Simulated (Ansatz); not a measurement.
# HfN (Fm-3m) in Ansatz: a series of runs

One crystal, HfN, is run at these levels: PBE; tasks: single point.

Program: Ansatz 0.2.0. These are calculated values, not measurements. Logs are shortened: lines on timing, memory, paths and dates and some standing lists are left out, and cuts for length are marked.

## 1. The cell of the first run

The structure is cubic, space group Fm-3m (No. 225). Conventional cell: a = 4.512 Å, b = 4.512 Å, c = 4.512 Å, α = 90.00°, β = 90.00°, γ = 90.00°. Hf (site symmetry m-3m) has 6 N at 2.26 Å as nearest neighbours. N (site symmetry m-3m) is surrounded by 6 Hf at 2.26 Å.

## 2. Single point, PBE (the cell as VASP's run set it)

Contents of input.yaml:

```yaml
crystal:
  lattice:
    - [3.1904658, 0.0, 0.0]
    - [1.5952329, 2.7630244327, 0.0]
    - [1.5952329, 0.9210081442, 2.6050044173]
  atoms:
    - { symbol: Hf, position: [0.0, 0.0, 0.0] }
    - { symbol: "N", position: [0.5, 0.5, 0.5] }
kpoints:
  mp_grid: { grid: [10, 10, 10] }
scf:
  occupations: { method: gaussian, width: 0.05 }
hamiltonian:
  xc: pbe
  pseudopotentials: { kind: all_electron, lapw: { basis_error: 0.001 } }
output:
  forces: true
  stress: true
  eigenvalues: true
```

Potentials or basis: all-electron LAPW, scalar-relativistic.

Launch:

```sh
> ansatz run input.yaml --threads 1 --pin off --max-ram 3072MiB --backend cpu --events-out ev --progress --plain --runs-dir out
```

Log:

```text
Warning: RAYON_NUM_THREADS=1 ignored (pool sized by the plan → 1); use --threads N
LAPW: plane waves up to 9.495 Å⁻¹, error target 1.0e-3 eV per atom; small_component_spin mean_spin; N in spheres of 0.953 Å, 7 of its electrons in bands, Dirac shells []; Hf in spheres of 1.303 Å, 42 of its electrons in bands, Dirac shells [] (how accurate: hamiltonian.pseudopotentials.lapw.basis_error, Limitations)
Engine: ansatz 0.2.0, aarch64-unknown-linux-gnu
Pseudopotentials: kind: all_electron
Pseudopotential: Hf, LAPW, valence charge 42, lapw/all_electron/scalar/gaussian/Hf, Koelling and Harmon's equation, gaussian nucleus
Pseudopotential: N, LAPW, valence charge 7, lapw/all_electron/scalar/gaussian/N, Koelling and Harmon's equation, gaussian nucleus
Functional definition: PBE
  parameter kappa = 0.804
  parameter beta = 0.06672455060314922
  exchange = pbe_x(kappa = kappa, mu = beta*pi^2/3)
  correlation = pbe_c(beta = beta)
Crystal: 2 atoms, lattice volume = 22.964 Å³
Basis set: ecut = 343.52304620668673 eV, 331 PW (Γ), exchange–correlation at level 2
Bands: 30, of which v1, the nominal top of the filled ones, is band 25 counted from 1 (24 counted from 0)
Symmetry: 48 space group operations
Space group: Fm-3m (ITA 225), of the structure as read, at distance tolerance 2.8e-5 Å
k-points: 47 of 1000
Non-local potential: Hf, projectors of the file, none
Non-local potential: N, projectors of the file, none
Initial density: superposition of atomic densities (chi_scale 0.1, normalization cell, long waves kept (reshape's long-wave potential 0.00 eV rms))
Initial wavefunctions: plane waves of lowest kinetic energy (no species holds an atomic orbital)
Functional: x = pbe(κ = 0.804, μ = 0.2195149727645171), c = pbe(β = 0.06672455060314922)
iter 1 solved again at ethr=9.47e-3 eV; its pass at ethr=1.00e-1 eV (dr2=4.64e0 eV) is discarded
SCF iter   1: F=—  HF=-411745.641217 eV  |F-HF|=—  |Δ(HF+E_count)|=         —  Δρ=1.25e-1  dr2=4.64e0  ethr=9.47e-3  ⟨swp⟩=2.0  Hψ=8766  notcnv=0
preconditioner: auto → none  [insulator: Δε(μ)=0.177 eV  Ē_g=19.227 eV  σ=0.050 eV  W_gap=0.61  n_scr=14 (ndim 8)  ℏωp=41.7 eV  f_vac=0.000  D(μ)=0.30/eV (n_scr^D=0)  ε∞_Penn≈5.7]
SCF iter   2: F=—  HF=-411744.712047 eV  |F-HF|=—  |Δ(HF+E_count)|=   9.29e-1  Δρ=7.60e-2  dr2=1.48e0  ethr=9.47e-3  ⟨swp⟩=3.0  Hψ=4227  notcnv=0
iter 3 solved again at ethr=1.27e-4 eV; its pass at ethr=3.01e-3 eV (dr2=6.23e-2 eV) is discarded
SCF iter   3: F=—  HF=-411743.694794 eV  |F-HF|=—  |Δ(HF+E_count)|=    1.02e0  Δρ=1.50e-2  dr2=6.23e-2  ethr=1.27e-4  ⟨swp⟩=2.0  Hψ=7190  notcnv=0
SCF iter   4: F=—  HF=-411743.692733 eV  |F-HF|=—  |Δ(HF+E_count)|=         —  Δρ=1.44e-3  dr2=3.45e-4  ethr=1.27e-4  ⟨swp⟩=2.0  Hψ=4355  notcnv=0
the basis was enlarged: its passes take 332.7 KiB over the memory plan, 1 of 1 planned eigensolver slots
SCF iter   5: F=—  HF=-411743.683720 eV  |F-HF|=—  |Δ(HF+E_count)|=   9.01e-3  Δρ=3.26e-3  dr2=3.27e-3  ethr=7.04e-7  ⟨swp⟩=3.0  Hψ=4674  notcnv=0
SCF iter   6: F=—  HF=-411743.682352 eV  |F-HF|=—  |Δ(HF+E_count)|=   1.37e-3  Δρ=2.66e-4  dr2=1.89e-5  ethr=7.04e-7  ⟨swp⟩=3.0  Hψ=4374  notcnv=0
SCF iter   7: F=—  HF=-411743.682353 eV  |F-HF|=—  |Δ(HF+E_count)|=   8.14e-7  Δρ=2.88e-5  dr2=5.67e-8  ethr=3.86e-8  ⟨swp⟩=2.0  Hψ=4209  notcnv=0
SCF iter   8: F=-411743.682353 eV  HF=-411743.682353 eV  |F-HF|=1.86e-9  |Δ(HF+E_count)|=   2.39e-7  Δρ=3.04e-6  dr2=7.06e-10  ethr=1.16e-10  ⟨swp⟩=3.0  Hψ=4428  notcnv=0
SCF 1 converged in 8 iterations: F = -411743.682353 eV  dr2 = 7.06e-10
SCF converged after 8 iterations
Free energy (F): -411743.682353 eV
Harris-Foulkes:  -411743.682353 eV  (|F-HF|=1.86e-9)
Internal energy: -411743.681260 eV  (E = F + TS)
E sigma→0 (E₀):  -411743.681807 eV
Entropy (-TS):   -0.001094 eV (-0.547 meV/atom)
Fermi energy:    24.387031 eV
--- Per-component energies (eV) ---
  E_band       = -4386.449200
  E_kinetic    = 457970.524044
  E_xc         = -8605.577832
  E_electrostatic = -861108.627472  (all electrons and nuclei)
  E_smearing   = -0.001094  (= −TS)
  E_closure    = 0.000000  (closes the sum)
  E_atoms      = -411724.663545  (free atoms, spherical and without spin; not in F)
  Σ components = -411743.682353   (vs F -411743.682353, Δ=0.00e0)
  Basis errors (estimates in eV, not in F): energy 3.3e-4 per atom: plane waves 2.9e-4 (1.6e-4 summed), levels above the bands 0.0e0, relativity 6.6e-8, radial functions 3.9e-5, core shells 4.9e-7; eigenvalues (radial functions only) 5.6e-6; not estimated: angular momenta, meshes, grids; target (lapw.basis_error) 1.0e-3; muffin-tin radii N 0.953 Å, Hf 1.303 Å
--- Forces (eV/Å), atoms counted from 1 ---
  atom   1  Hf     0.00000000    -0.00000000    -0.00000000
  atom   2  N      0.00000000     0.00000000    -0.00000000
  max |Σ_I F_I| component: 3.81e-30 eV/Å
--- Stress (GPa, compression-positive) ---
        6.651123      -0.000000       0.000000
        0.000000       6.651123      -0.000000
       -0.000000      -0.000000       6.651123
  P = ⅓ Tr σ = 6.6511 GPa (66.511 kbar)
--- Band table (eV; the first three rows and the last of 47) ---
  k-point 0: bands = ["-353.4357", "-349.8396", "-349.8396", "-349.8396", "-177.7073", "-177.7073", "-177.7045", "-177.7045", "-177.7045", "-38.3768", "-6.7784", "-6.7784", "-6.7784", "6.7910", "11.6800", "11.6800", "11.6800", "11.7130", "11.8142", "11.8142", "11.8142", "21.3950", "21.3950", "21.3950", "23.9758", "23.9758", "23.9758", "26.1417", "26.3068", "26.3068"]
  k-point 1: bands = ["-353.4357", "-349.8396", "-349.8396", "-349.8396", "-177.7073", "-177.7073", "-177.7045", "-177.7045", "-177.7045", "-38.3708", "-6.8805", "-6.7868", "-6.7868", "7.0153", "11.6825", "11.6884", "11.6884", "11.7181", "11.8071", "11.8071", "11.8145", "20.4634", "20.8324", "20.8324", "24.2204", "24.3084", "24.3084", "26.8412", "27.0509", "27.0509"]
  k-point 2: bands = ["-353.4357", "-349.8396", "-349.8396", "-349.8396", "-177.7073", "-177.7073", "-177.7045", "-177.7045", "-177.7045", "-38.3553", "-7.1377", "-6.8089", "-6.8089", "7.6129", "11.6975", "11.7114", "11.7114", "11.7328", "11.7895", "11.7895", "11.8153", "18.7819", "19.8060", "19.8060", "24.6239", "25.1324", "25.1324", "28.2855", "28.7218", "28.7218"]
  k-point 46: bands = ["-353.4357", "-349.8396", "-349.8396", "-349.8396", "-177.7073", "-177.7073", "-177.7045", "-177.7045", "-177.7045", "-38.2938", "-7.4184", "-7.2663", "-7.1269", "8.3859", "11.7317", "11.7407", "11.7452", "11.7669", "11.7688", "11.7917", "11.8251", "18.3919", "18.8011", "18.9588", "24.3168", "26.6654", "29.7582", "29.9041", "30.6594", "34.3362"]
```

It took 13 s on 1 thread of Arm Neoverse V1, shared host; peak memory 0.33 GiB.

What came out:

| Quantity | Value |
| --- | --- |
| Free energy | -411743.6824 eV |
| Pressure | 6.7 GPa |
| Band gap on the k mesh | none (metal or under the smearing width) |

## 3. Single point, PBE (strain = -0.02)

Contents of input.yaml:

```yaml
crystal:
  lattice:
    - [-0.02256, 2.256, 2.256]
    - [2.256, -0.02256, 2.256]
    - [2.23344, 2.23344, 0.0]
  atoms:
    - { symbol: Hf, position: [0.0, 0.0, 0.0] }
    - { symbol: "N", position: [0.5, 0.5, 0.5] }
kpoints:
  mp_grid: { grid: [10, 10, 10] }
scf:
  occupations: { method: fermi_dirac, width: 0.05 }
hamiltonian:
  xc: pbe
  pseudopotentials: { kind: all_electron, lapw: { basis_error: 0.001 } }
output:
  forces: true
  stress: true
  eigenvalues: true
```

Potentials or basis: all-electron LAPW, scalar-relativistic.

Launch:

```sh
> ansatz run input.yaml --threads 1 --pin off --max-ram 3072MiB --backend cpu --events-out ev --progress --plain --runs-dir out
```

Log:

```text
Warning: RAYON_NUM_THREADS=1 ignored (pool sized by the plan → 1); use --threads N
LAPW: plane waves up to 9.495 Å⁻¹, error target 1.0e-3 eV per atom; small_component_spin mean_spin; N in spheres of 0.953 Å, 7 of its electrons in bands, Dirac shells []; Hf in spheres of 1.303 Å, 42 of its electrons in bands, Dirac shells [] (how accurate: hamiltonian.pseudopotentials.lapw.basis_error, Limitations)
Engine: ansatz 0.2.0, aarch64-unknown-linux-gnu
Pseudopotentials: kind: all_electron
Pseudopotential: Hf, LAPW, valence charge 42, lapw/all_electron/scalar/gaussian/Hf, Koelling and Harmon's equation, gaussian nucleus
Pseudopotential: N, LAPW, valence charge 7, lapw/all_electron/scalar/gaussian/N, Koelling and Harmon's equation, gaussian nucleus
Functional definition: PBE
[... 54 lines left out ...]
        0.000000      -0.000000       6.789311
  P = ⅓ Tr σ = 6.6983 GPa (66.983 kbar)
--- Band table (eV; the first three rows and the last of 171) ---
  k-point 0: bands = ["-353.4278", "-349.8407", "-349.8387", "-349.8359", "-177.7071", "-177.7060", "-177.7059", "-177.7024", "-177.7013", "-38.3759", "-6.7880", "-6.7784", "-6.7646", "6.7950", "11.6785", "11.6805", "11.6840", "11.7143", "11.8147", "11.8152", "11.8160", "21.3511", "21.3986", "21.4534", "23.8218", "23.9586", "24.1367", "26.1598", "26.3144", "26.3146"]
  k-point 1: bands = ["-353.4278", "-349.8407", "-349.8387", "-349.8359", "-177.7071", "-177.7060", "-177.7059", "-177.7024", "-177.7013", "-38.3697", "-6.8734", "-6.7963", "-6.7833", "7.0211", "11.6851", "11.6872", "11.6905", "11.7193", "11.8071", "11.8082", "11.8161", "20.5152", "20.7731", "20.8570", "24.1627", "24.2184", "24.3945", "26.8790", "27.0694", "27.0714"]
  k-point 2: bands = ["-353.4278", "-349.8407", "-349.8387", "-349.8359", "-177.7071", "-177.7060", "-177.7059", "-177.7024", "-177.7013", "-38.3535", "-7.1350", "-6.8179", "-6.8087", "7.6227", "11.7009", "11.7108", "11.7132", "11.7340", "11.7886", "11.7905", "11.8169", "18.8299", "19.7233", "19.8284", "24.6175", "25.0022", "25.1915", "28.3386", "28.7521", "28.7581"]
  k-point 170: bands = ["-353.4278", "-349.8407", "-349.8387", "-349.8359", "-177.7071", "-177.7060", "-177.7059", "-177.7024", "-177.7013", "-38.2931", "-7.5843", "-7.1115", "-7.0687", "7.8687", "11.7288", "11.7312", "11.7441", "11.7680", "11.7740", "11.7750", "11.7934", "18.9003", "20.4996", "20.6218", "20.7727", "28.4590", "29.8844", "29.8994", "29.9632", "32.3916"]
```

Run time: 51 s. Hardware: 1 thread of Arm Neoverse V1, shared host; peak memory 0.63 GiB.

What came out:

```yaml
Free_energy: -411743.6822 eV
Pressure: 6.7 GPa
Band_gap_on_the_k_mesh: none (metal or under the smearing width)
```

Levels at points of the mesh, in eV from the Fermi level:
| k point | band 21 | band 22 | band 23 | band 24 | band 25 | band 26 | band 27 | band 28 |
| --- | --- | --- | --- | --- | --- | --- | --- | --- |
| (0.00, 0.00, 0.00) | -12.58 | -3.05 | -3.00 | -2.94 | -0.57 | -0.44 | -0.26 | 1.76 |
| (0.00, 0.00, -0.50) | -12.43 | -8.97 | -6.41 | -6.28 | 3.19 | 3.60 | 3.89 | 4.39 |
| (0.00, -0.50, 0.00) | -12.44 | -8.99 | -6.30 | -6.16 | 3.09 | 3.56 | 3.72 | 4.45 |
| (0.00, -0.50, -0.50) | -12.60 | -5.50 | -3.90 | -3.70 | -3.70 | 4.05 | 5.41 | 5.49 |
| (-0.50, -0.50, 0.00) | -12.60 | -5.50 | -3.90 | -3.77 | -3.62 | 4.06 | 5.49 | 5.50 |

Spin-orbit coupling is left out, which matters for the levels of Hf.
